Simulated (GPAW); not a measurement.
Here is a GPAW 26.7.0 calculation.

run.py

```python
import spglib
from ase import Atoms
from ase.dft.bandgap import bandgap
from ase.io import read, write
from ase.units import GPa
from gpaw import GPAW, PW

atoms = read('BP.cif')
cell, positions, numbers = spglib.find_primitive(
    (atoms.cell[:], atoms.get_scaled_positions(), atoms.numbers), symprec=1e-4)
atoms = Atoms(numbers, cell=cell, scaled_positions=positions, pbc=True)

calc = GPAW(mode=PW(800),
            xc='mBEEF',
            kpts={'size': (10, 10, 10), 'gamma': True},
            occupations={'name': 'fermi-dirac', 'width': 0.05},
            nbands=11,
            convergence={'density': 1e-05, 'energy': 1e-05},
            maxiter=150,
            txt='gpaw.txt')
atoms.calc = calc
energy = atoms.get_potential_energy()
forces = atoms.get_forces()
stress = atoms.get_stress()
calc.write('gs.gpw')
write('result.traj', atoms)
print(f'Energy: {energy:.6f} eV')
print('Forces (eV/A):')
print(forces.round(4))
print('Stress (GPa):', (stress / GPa).round(3))
print('Fermi level:', round(calc.get_fermi_level(), 4), 'eV')
print(f'Gap: {bandgap(calc)[0]:.4f} eV, direct: {bandgap(calc, direct=True)[0]:.4f} eV')

path = atoms.cell.bandpath('GXWKGLUWLK,UX', npoints=100, eps=1e-4)
bs_calc = calc.fixed_density(kpts=path, symmetry='off', nbands=19,
                             convergence={'bands': 'CBM+6.0', 'eigenstates': 1e-6}, txt='bands.txt')
bs = bs_calc.band_structure()
bs.write('bs.json')
print(f'Gap on the path: {bandgap(bs_calc)[0]:.4f} eV')
```

The input BP.cif:

```cif
data_BP
_cell_length_a 4.53800000
_cell_length_b 4.53800000
_cell_length_c 4.53800000
_cell_angle_alpha 90.00000000
_cell_angle_beta 90.00000000
_cell_angle_gamma 90.00000000
_space_group_name_H-M_alt 'F-43m'
_space_group_name_Hall 'F -4 2 3'
_space_group_IT_number 216
loop_
_space_group_symop_operation_xyz
'x,y,z'
'y,-x,-z'
'-x,-y,z'
'-y,x,-z'
'x,-y,-z'
'y,x,z'
'-x,y,-z'
'-y,-x,z'
'z,x,y'
'-z,y,-x'
'z,-x,-y'
'-z,-y,x'
'-z,x,-y'
'z,y,x'
'-z,-x,y'
'z,-y,-x'
'y,z,x'
'-x,-z,y'
'-y,z,-x'
'x,-z,-y'
'-y,-z,x'
'x,z,y'
'y,-z,-x'
'-x,z,-y'
'x,y+1/2,z+1/2'
'y,-x+1/2,-z+1/2'
'-x,-y+1/2,z+1/2'
'-y,x+1/2,-z+1/2'
'x,-y+1/2,-z+1/2'
'y,x+1/2,z+1/2'
'-x,y+1/2,-z+1/2'
'-y,-x+1/2,z+1/2'
'z,x+1/2,y+1/2'
'-z,y+1/2,-x+1/2'
'z,-x+1/2,-y+1/2'
'-z,-y+1/2,x+1/2'
'-z,x+1/2,-y+1/2'
'z,y+1/2,x+1/2'
'-z,-x+1/2,y+1/2'
'z,-y+1/2,-x+1/2'
'y,z+1/2,x+1/2'
'-x,-z+1/2,y+1/2'
'-y,z+1/2,-x+1/2'
'x,-z+1/2,-y+1/2'
'-y,-z+1/2,x+1/2'
'x,z+1/2,y+1/2'
'y,-z+1/2,-x+1/2'
'-x,z+1/2,-y+1/2'
'x+1/2,y,z+1/2'
'y+1/2,-x,-z+1/2'
'-x+1/2,-y,z+1/2'
'-y+1/2,x,-z+1/2'
'x+1/2,-y,-z+1/2'
'y+1/2,x,z+1/2'
'-x+1/2,y,-z+1/2'
'-y+1/2,-x,z+1/2'
'z+1/2,x,y+1/2'
'-z+1/2,y,-x+1/2'
'z+1/2,-x,-y+1/2'
'-z+1/2,-y,x+1/2'
'-z+1/2,x,-y+1/2'
'z+1/2,y,x+1/2'
'-z+1/2,-x,y+1/2'
'z+1/2,-y,-x+1/2'
'y+1/2,z,x+1/2'
'-x+1/2,-z,y+1/2'
'-y+1/2,z,-x+1/2'
'x+1/2,-z,-y+1/2'
'-y+1/2,-z,x+1/2'
'x+1/2,z,y+1/2'
'y+1/2,-z,-x+1/2'
'-x+1/2,z,-y+1/2'
'x+1/2,y+1/2,z'
'y+1/2,-x+1/2,-z'
'-x+1/2,-y+1/2,z'
'-y+1/2,x+1/2,-z'
'x+1/2,-y+1/2,-z'
'y+1/2,x+1/2,z'
'-x+1/2,y+1/2,-z'
'-y+1/2,-x+1/2,z'
'z+1/2,x+1/2,y'
'-z+1/2,y+1/2,-x'
'z+1/2,-x+1/2,-y'
'-z+1/2,-y+1/2,x'
'-z+1/2,x+1/2,-y'
'z+1/2,y+1/2,x'
'-z+1/2,-x+1/2,y'
'z+1/2,-y+1/2,-x'
'y+1/2,z+1/2,x'
'-x+1/2,-z+1/2,y'
'-y+1/2,z+1/2,-x'
'x+1/2,-z+1/2,-y'
'-y+1/2,-z+1/2,x'
'x+1/2,z+1/2,y'
'y+1/2,-z+1/2,-x'
'-x+1/2,z+1/2,-y'
loop_
_atom_site_label
_atom_site_type_symbol
_atom_site_symmetry_multiplicity
_atom_site_Wyckoff_symbol
_atom_site_fract_x
_atom_site_fract_y
_atom_site_fract_z
_atom_site_occupancy
P1 P 4 c 0.2500000000 0.2500000000 0.2500000000 1
B1 B 4 a 0.0000000000 0.0000000000 0.0000000000 1
```

Potentials or basis: GPAW PAW data sets (gpaw-data 1.2.1), pw.

Launch:

```console
$ OMP_NUM_THREADS=1 python run.py
```

Task: Predict the pressure.

Result: -1.6 GPa.

Task: Estimate the band gap along the path.

Result: 1.62 eV, indirect (least direct gap 3.76 eV).

Task: What does it give for the band gap on the k mesh?

Result: 1.62 eV, indirect (least direct gap 3.76 eV).

Levels at the corners of the path, in eV from the valence-band top:
```tsv
point	band 1	band 2	band 3	band 4	band 5	band 6	band 7	band 8
Γ	-16.00	0.00	0.00	0.00	3.76	3.76	3.76	8.11
X	-10.95	-8.95	-4.23	-4.23	1.70	2.09	13.05	13.05
W	-10.68	-8.46	-5.75	-5.55	5.86	7.27	7.87	7.99
K	-10.98	-8.53	-6.31	-3.60	2.56	6.53	10.45	11.39
Γ	-16.00	0.00	0.00	0.00	3.76	3.76	3.76	8.11
L	-12.58	-9.29	-1.81	-1.81	4.21	5.11	5.11	11.15
U	-10.98	-8.53	-6.31	-3.60	2.56	6.53	10.45	11.39
W	-10.68	-8.46	-5.75	-5.55	5.86	7.27	7.87	7.99
L	-12.58	-9.29	-1.81	-1.81	4.21	5.11	5.11	11.15
K	-10.98	-8.53	-6.31	-3.60	2.56	6.53	10.45	11.39
U	-10.98	-8.53	-6.31	-3.60	2.56	6.53	10.45	11.39
X	-10.95	-8.95	-4.23	-4.23	1.70	2.09	13.05	13.05
```

Caveat: the PAW data sets were made with another functional, which shifts forces and pressure a little.
